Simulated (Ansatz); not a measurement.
Runs of Ansatz 0.2.0 on PtSe. The structure is cubic, space group F-43m (No. 216). The conventional cell has a = 6.075 Å, b = 6.075 Å, c = 6.075 Å, α = 90.00°, β = 90.00°, γ = 90.00°. Around Pt (site symmetry -43m) lie 4 Se at 2.63 Å. Se (site symmetry -43m) has 4 Pt at 2.63 Å as nearest neighbours. The cell comes from a database or a generator and needn't be the stable form of this composition.

```csv
level,spin,U,cutoff (eV),gap on the mesh (eV),pressure (GPa),moment (μB)
PBE+U,"collinear, ferromagnetic start",Pt d U = 4 eV,420,none,-10.5,0.10
PBE+U,"collinear, program default start",Pt d U = 4 eV,420,none,-10.5,0.10
PBE+U,"collinear, ferromagnetic start",Pt d U = 2 eV,420,none,-10.7,(a)
r2SCAN+U,"collinear, ferromagnetic start",Pt d U = 4 eV,500,none,-12.6,0.90
```

Alike in all rows: task single point; potentials or basis Ansatz PAW; cell as given; k mesh 5 × 5 × 5; smearing gaussian 0.05 eV.

Fill in the values left out.

(a) 0.00.

Caveats: the magnetic or orbital state may not be the lowest; the starting moments weren't kept (some runs); the PAW data sets come from PBE, with cores solved anew for the run's functional, which leaves a small shift of forces and pressure (some runs).

A k mesh can miss the band edges, and the runs leave out spin-orbit coupling on Pt, Se.

A gap of «none» marks a metal or a gap under the smearing width.
